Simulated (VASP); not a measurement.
# TaC (Fm-3m) in VASP: further runs

One crystal, TaC, is run at these levels: PBE; tasks: single point.

Program: VASP 6.6.1. These are calculated values, not measurements. Logs are shortened: lines on timing, memory, paths and dates and some standing lists are left out, and cuts for length are marked.

### Step 1. The crystal as given

It takes space group Fm-3m (No. 225, cubic). The conventional cell has a = 4.446 Å, b = 4.446 Å, c = 4.446 Å, α = 90.00°, β = 90.00°, γ = 90.00°. Around Ta (site symmetry m-3m) lie 6 C at 2.22 Å. C (site symmetry m-3m) is surrounded by 6 Ta at 2.22 Å.

### Step 2. Single point, PBE

Contents of INCAR:

```
SYSTEM = TaC
PREC = Accurate
ENCUT = 600
EDIFF = 1E-7
ISMEAR = 0
SIGMA = 0.1
LREAL = .FALSE.
LASPH = .TRUE.
NELM = 60
ALGO = Normal
ISIF = 2
LWAVE = .FALSE.
LCHARG = .FALSE.
GGA = PE
```

Contents of KPOINTS:

```
Automatic mesh
0
G
  12 12 12
  0 0 0
```

Contents of POSCAR:

```
TaC
1.0
    0.0000000000      2.2230000000      2.2230000000
    2.2230000000      0.0000000000      2.2230000000
    2.2230000000      2.2230000000      0.0000000000
Ta C
1 1
Direct
    0.0000000000      0.0000000000      0.0000000000
    0.5000000000      0.5000000000      0.5000000000
```

Potentials or basis: VASP PAW PBE potentials, release 64 (Ta_pv, C).

Command:

```
$ cat potpaw_PBE.64/Ta_pv/POTCAR potpaw_PBE.64/C/POTCAR > POTCAR
$ mpirun -np 1 vasp_std > vasp.out
```

OUTCAR:

```text
SYSTEM = TaC
   PREC = Accurate
   ENCUT = 600
   EDIFF = 1E-7
   ISMEAR = 0
   LREAL = .FALSE.
   LASPH = .TRUE.
   NELM = 60
   ISIF = 2
   GGA = PE

 ion  position               nearest neighbor table
   1  0.000  0.000  0.000-   2 2.22   2 2.22   2 2.22   2 2.22   2 2.22   2 2.22
   2  0.500  0.500  0.500-   1 2.22   1 2.22   1 2.22   1 2.22   1 2.22   1 2.22

  LATTYP: Found a face centered cubic cell.
 ALAT       =     4.4460000000

  Lattice vectors:

 A1 = (   0.0000000000,   2.2230000000,   2.2230000000)
 A2 = (   2.2230000000,   0.0000000000,   2.2230000000)
 A3 = (   2.2230000000,   2.2230000000,   0.0000000000)

Analysis of symmetry for initial positions (statically):
=====================================================================
 Subroutine PRICEL returns:
 Original cell was already a primitive cell.

 Routine SETGRP: Setting up the symmetry group for a
 face centered cubic supercell.

 Subroutine GETGRP returns: Found 48 space group operations
 (whereof 48 operations were pure point group operations)
 out of a pool of 48 trial point group operations.

The static configuration has the point symmetry O_h .

Analysis of symmetry for dynamics (positions and initial velocities):
=====================================================================
 Subroutine PRICEL returns:
 Original cell was already a primitive cell.

 Routine SETGRP: Setting up the symmetry group for a
 face centered cubic supercell.

 Subroutine GETGRP returns: Found 48 space group operations
 (whereof 48 operations were pure point group operations)
 out of a pool of 48 trial point group operations.

The dynamic configuration has the point symmetry O_h .

 Subroutine INISYM returns: Found 48 space group operations
 (whereof 48 operations are pure point group operations),
 and found     1 'primitive' translations

----------------------------------------------------------------------------------------

                                     Primitive cell

  volume of cell :      21.9709

  direct lattice vectors                    reciprocal lattice vectors
     0.000000000  2.223000000  2.223000000    -0.224921278  0.224921278  0.224921278
     2.223000000  0.000000000  2.223000000     0.224921278 -0.224921278  0.224921278
     2.223000000  2.223000000  0.000000000     0.224921278  0.224921278 -0.224921278

  length of vectors
     3.143796749  3.143796749  3.143796749     0.389575080  0.389575080  0.389575080

  position of ions in fractional coordinates (direct lattice)
     0.000000000  0.000000000  0.000000000
     0.500000000  0.500000000  0.500000000

  ion indices of the primitive-cell ions
   primitive index   ion index
[... 87 lines left out ...]
   EMIN   =  10.00;   EMAX   =-10.00  energy-range for DOS
   EFERMI =   0.00;   METHOD = LEGACY
   ISMEAR =     0;   SIGMA  =   0.10  broadening in eV -4-tet -1-fermi 0-gaus
   EFERMI_NEDOS =   21; number of points for ismear=-14 and -15
   IALGO  =     38    algorithm
   IMIX   =      4    mixing-type and parameters
     AMIX     =   0.40;   BMIX     =  1.00
     AMIX_MAG =   1.60;   BMIX_MAG =  1.00
  volume/ion in A,a.u.               =      10.99        74.13
  Fermi-wavevector in a.u.,A,eV,Ry     =   1.441526  2.724089 28.272865  2.077997
  Thomas-Fermi vector in A             =   2.560148
   LORBIT       =      0    0 simple, 1 ext, 2 COOP (PROOUT), +10 PAW based schemes
   GGA     = PE    functional components
   LHFCALC =     F    Hartree Fock is set to
   AEXX    =    0.0000 exact exchange contribution
   IVDW    =     0    specifies the selected vdW correction
   LEPSILON=     F    determine dielectric tensor
   LRPA    =     F    only Hartree local field effects (RPA)
 non-spin polarized calculation
 Gauss-broadening in eV      SIGMA  =   0.10
  energy-cutoff  :      600.00
  volume of cell :       21.97
 maximum number of plane-waves:       754
 NGX is ok and might be reduce to    28
   NGX = 13   NGY = 13   NGZ = 13

 number of electron      14.9999999 magnetization

 Free energy of the ion-electron system (eV)
  ---------------------------------------------------
  ext. energy  EPLUGINS =         0.00000000
  ---------------------------------------------------
  free energy    TOTEN  =       -22.19118148 eV

  energy without entropy =      -22.18612526  energy(sigma->0) =      -22.18865337

 E-fermi :   8.4389     XC(G=0): -13.2359

 val. band max:        8.4270048727   @ k =  -0.1667   0.2500   0.0833
 cond. band min:       8.4535930062   @ k =  -0.4167   0.4167   0.1667
 fundamental gap:      0.0265881335
 Fermi energy:         8.4388696362

 k-point     1 :       0.0000    0.0000    0.0000
  band No.  band energies     occupation
      1     -26.5957      2.00000
      2     -26.5957      2.00000
      3     -26.5957      2.00000
      4      -6.4033      2.00000
      5       7.1129      2.00000
      6       7.1129      2.00000
      7       7.1129      2.00000
      8       7.9762      2.00000
      9       7.9762      2.00000
     10       7.9762      2.00000
     11       9.1187      0.00000
[... 309 lines left out ...]
 k-point    24 :      -0.4167    0.1667    0.0000
  band No.  band energies     occupation
      1     -27.2533      2.00000
      2     -26.8068      2.00000
      3     -26.6998      2.00000
      4      -2.4729      2.00000
      5       0.4676      2.00000
      6       3.2816      2.00000
      7       3.3010      2.00000
      8      10.4013      0.00000
      9      10.9002      0.00000
     10      11.6471      0.00000
     11      15.7146      0.00000

 [... further k-points ...]

------------------------ aborting loop because EDIFF is reached ----------------------------------------

  FORCE on cell =-STRESS in cart. coord.  units (eV):
  Direction    XX          YY          ZZ          XY          YZ          ZX
  --------------------------------------------------------------------------------------
  -------------------------------------------------------------------------------------
  Total        1.0186417      1.0186417      1.0186417      0.0000000      0.0000000      0.0000000
  in kB       74.2820141     74.2820141     74.2820141      0.0000000      0.0000000      0.0000000
  external PRESSURE =      74.2820141 kB  Pullay stress =       0.0000000 kB

 VOLUME and BASIS-vectors are now :
 -----------------------------------------------------------------------------
  energy-cutoff  :      600.00
  volume of cell :       21.97
      direct lattice vectors                 reciprocal lattice vectors
     0.000000000  2.223000000  2.223000000    -0.224921278  0.224921278  0.224921278
     2.223000000  0.000000000  2.223000000     0.224921278 -0.224921278  0.224921278
     2.223000000  2.223000000  0.000000000     0.224921278  0.224921278 -0.224921278

 POSITION                                       TOTAL-FORCE (eV/Angst)
 -----------------------------------------------------------------------------------
      0.00000      0.00000      0.00000         0.000000      0.000000      0.000000
      2.22300      2.22300      2.22300        -0.000000     -0.000000     -0.000000
 -----------------------------------------------------------------------------------
    total drift:                                0.000000      0.000000      0.000000

  FREE ENERGIE OF THE ION-ELECTRON SYSTEM (eV)
  ---------------------------------------------------
  free  energy   TOTEN  =       -22.1911814822 eV

  energy  without entropy=      -22.1861252577  energy(sigma->0) =      -22.18865337
```

It took 15 s on 1 thread of Intel Xeon Platinum 8488C (Sapphire Rapids), shared host; peak memory 0.18 GiB.

Results:

| Property | Result |
| --- | --- |
| Free energy | -22.1912 eV |
| Pressure | 7.4 GPa |
| Band gap on the k mesh | none (metal or under the smearing width) |

Spin-orbit coupling is left out, which matters for the levels of Ta.

### Step 3. Single point, PBE

Edit INCAR of step 2 so:

```diff
@@ -2,3 +2,3 @@
 PREC = Accurate
-ENCUT = 600
+ENCUT = 700
 EDIFF = 1E-7
```

KPOINTS is that of step 2.

POSCAR is that of step 2.

Potentials or basis: VASP PAW PBE potentials, release 64 (Ta_pv, C).

Command:

```
$ cat potpaw_PBE.64/Ta_pv/POTCAR potpaw_PBE.64/C/POTCAR > POTCAR
$ mpirun -np 1 vasp_std > vasp.out
```

OUTCAR:

```text
SYSTEM = TaC
   PREC = Accurate
   ENCUT = 700
   EDIFF = 1E-7
   ISMEAR = 0
   LREAL = .FALSE.
   LASPH = .TRUE.
   NELM = 60
   ISIF = 2
   GGA = PE

 ion  position               nearest neighbor table
   1  0.000  0.000  0.000-   2 2.22   2 2.22   2 2.22   2 2.22   2 2.22   2 2.22
   2  0.500  0.500  0.500-   1 2.22   1 2.22   1 2.22   1 2.22   1 2.22   1 2.22

  LATTYP: Found a face centered cubic cell.
 ALAT       =     4.4460000000

  Lattice vectors:

 A1 = (   0.0000000000,   2.2230000000,   2.2230000000)
 A2 = (   2.2230000000,   0.0000000000,   2.2230000000)
 A3 = (   2.2230000000,   2.2230000000,   0.0000000000)

Analysis of symmetry for initial positions (statically):
=====================================================================
 Subroutine PRICEL returns:
 Original cell was already a primitive cell.

 Routine SETGRP: Setting up the symmetry group for a
 face centered cubic supercell.

 Subroutine GETGRP returns: Found 48 space group operations
 (whereof 48 operations were pure point group operations)
 out of a pool of 48 trial point group operations.

The static configuration has the point symmetry O_h .

Analysis of symmetry for dynamics (positions and initial velocities):
[... 174 lines left out ...]
      6       7.1127      2.00000
      7       7.1127      2.00000
      8       7.9751      2.00000
      9       7.9751      2.00000
     10       7.9751      2.00000
     11       9.1183      0.00000
[... 309 lines left out ...]
 k-point    24 :      -0.4167    0.1667    0.0000
  band No.  band energies     occupation
      1     -27.2538      2.00000
      2     -26.8072      2.00000
      3     -26.7003      2.00000
      4      -2.4733      2.00000
      5       0.4670      2.00000
      6       3.2808      2.00000
      7       3.3003      2.00000
      8      10.4009      0.00000
      9      10.8998      0.00000
     10      11.6466      0.00000
     11      15.7142      0.00000

 [... further k-points ...]

------------------------ aborting loop because EDIFF is reached ----------------------------------------

  FORCE on cell =-STRESS in cart. coord.  units (eV):
  Direction    XX          YY          ZZ          XY          YZ          ZX
  --------------------------------------------------------------------------------------
  -------------------------------------------------------------------------------------
  Total        1.0148713      1.0148713      1.0148713      0.0000000     -0.0000000     -0.0000000
  in kB       74.0070645     74.0070645     74.0070645      0.0000000     -0.0000000     -0.0000000
  external PRESSURE =      74.0070645 kB  Pullay stress =       0.0000000 kB

 VOLUME and BASIS-vectors are now :
 -----------------------------------------------------------------------------
  energy-cutoff  :      700.00
  volume of cell :       21.97
      direct lattice vectors                 reciprocal lattice vectors
     0.000000000  2.223000000  2.223000000    -0.224921278  0.224921278  0.224921278
     2.223000000  0.000000000  2.223000000     0.224921278 -0.224921278  0.224921278
     2.223000000  2.223000000  0.000000000     0.224921278  0.224921278 -0.224921278

 POSITION                                       TOTAL-FORCE (eV/Angst)
 -----------------------------------------------------------------------------------
      0.00000      0.00000      0.00000         0.000000      0.000000     -0.000000
      2.22300      2.22300      2.22300         0.000000     -0.000000      0.000000
 -----------------------------------------------------------------------------------
    total drift:                                0.000000      0.000000      0.000000

  FREE ENERGIE OF THE ION-ELECTRON SYSTEM (eV)
  ---------------------------------------------------
  free  energy   TOTEN  =       -22.1937373508 eV

  energy  without entropy=      -22.1886810054  energy(sigma->0) =      -22.19120918
```

OSZICAR:

```text
N       E                     dE             d eps       ncg     rms          rms(c)
DAV:   1     0.955834305464E+02    0.95583E+02   -0.99007E+03  1584   0.169E+03
DAV:   2    -0.215617532507E+02   -0.11715E+03   -0.11207E+03  1829   0.365E+02
DAV:   3    -0.256256723815E+02   -0.40639E+01   -0.39896E+01  2027   0.575E+01
DAV:   4    -0.256823893017E+02   -0.56717E-01   -0.56530E-01  1882   0.642E+00
DAV:   5    -0.256832619045E+02   -0.87260E-03   -0.87225E-03  1994   0.639E-01    0.249E+01
DAV:   6    -0.222715023027E+02    0.34118E+01   -0.16065E+01  1728   0.320E+01    0.967E+00
DAV:   7    -0.222195738018E+02    0.51929E-01   -0.31499E-01  1737   0.523E+00    0.582E+00
DAV:   8    -0.221951857986E+02    0.24388E-01   -0.65263E-02  1724   0.247E+00    0.374E-01
DAV:   9    -0.221939871607E+02    0.11986E-02   -0.10605E-02  1800   0.688E-01    0.183E-01
DAV:  10    -0.221937530174E+02    0.23414E-03   -0.17051E-03  1796   0.390E-01    0.309E-02
DAV:  11    -0.221937408401E+02    0.12177E-04   -0.55546E-05  1885   0.842E-02    0.193E-02
DAV:  12    -0.221937376760E+02    0.31641E-05   -0.11911E-05  1850   0.343E-02    0.833E-03
DAV:  13    -0.221937373549E+02    0.32113E-06   -0.39316E-07  1706   0.801E-03    0.832E-04
DAV:  14    -0.221937373508E+02    0.41125E-08   -0.10023E-08   873   0.116E-03
   1 F= -.22193737E+02 E0= -.22191209E+02  d E =-.505635E-02
```

Wall time 16 s (1 thread of Intel Xeon Platinum 8488C (Sapphire Rapids), shared host); peak memory 0.18 GiB.

What came out:

```
Free energy            : -22.1937 eV
Pressure               : 7.4 GPa
Band gap on the k mesh : none (metal or under the smearing width)
```

Levels at points of the mesh, in eV from the Fermi level:
| k point | band 5 | band 6 | band 7 | band 8 | band 9 | band 10 | band 11 |
| --- | --- | --- | --- | --- | --- | --- | --- |
| (0.00, 0.00, 0.00) | -1.33 | -1.33 | -1.33 | -0.46 | -0.46 | -0.46 | 0.68 |
| (0.50, 0.00, 0.00) | -8.76 | -5.50 | -5.50 | 2.77 | 2.77 | 3.76 | 5.44 |
| (0.50, 0.50, 0.00) | -4.61 | -4.57 | -1.75 | -1.75 | 2.66 | 4.15 | 4.15 |

The run has no spin-orbit coupling, so splittings on Ta are missing.
